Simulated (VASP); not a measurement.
BaZrO3, 5 atoms in the cell. It takes space group P4/mmm (No. 123, tetragonal). The conventional cell has a = 4.074 Å, b = 4.074 Å, c = 4.322 Å, α = 90.00°, β = 90.00°, γ = 90.00°. Around Ba (site symmetry 4/mmm) lie 12 O at 2.88 to 2.97 Å. O (site symmetry 4/mmm) is surrounded by 2 Zr at 2.16 Å. O (site symmetry mmm) is surrounded by 2 Zr at 2.04 Å. Around Zr (site symmetry 4/mmm) lie 6 O at 2.04 to 2.16 Å. The cell was built by a generator and needn't be a form met in nature.

| Property | Result |
| --- | --- |
| Program | VASP 6.6.1 |
| Task | single point |
| Functional | PBE |
| Potentials or basis | VASP PAW PBE potentials, release 64 (Ba_sv, O, Zr_sv) |
| Cutoff | 520 eV |
| k mesh | 6 × 6 × 6 |
| Occupations | gaussian, width 0.02 eV |
| Spin | no spin polarisation |
| Dipole correction | no |
| Further INCAR settings | ALGO = Normal; EDIFF = 1e-06; NBANDS = 28 |

Potentials or basis: VASP PAW PBE potentials, release 64 (Ba_sv, O, Zr_sv).

Launch:

```bash
$ cat potpaw_PBE.64/Ba_sv/POTCAR potpaw_PBE.64/O/POTCAR potpaw_PBE.64/Zr_sv/POTCAR > POTCAR
$ mpirun -np 1 vasp_std > vasp.out
```

Hardware: 1 thread of AMD EPYC 9R45 96-Core Processor (Zen 5) (shared host).

Q: Estimate the wall time of this run.

A: Wall time 33 s on 1 thread of AMD EPYC 9R45 96-Core Processor (Zen 5), on a shared host, peak memory 0.2 GiB. Counts: scf iterations 14, k points 40.
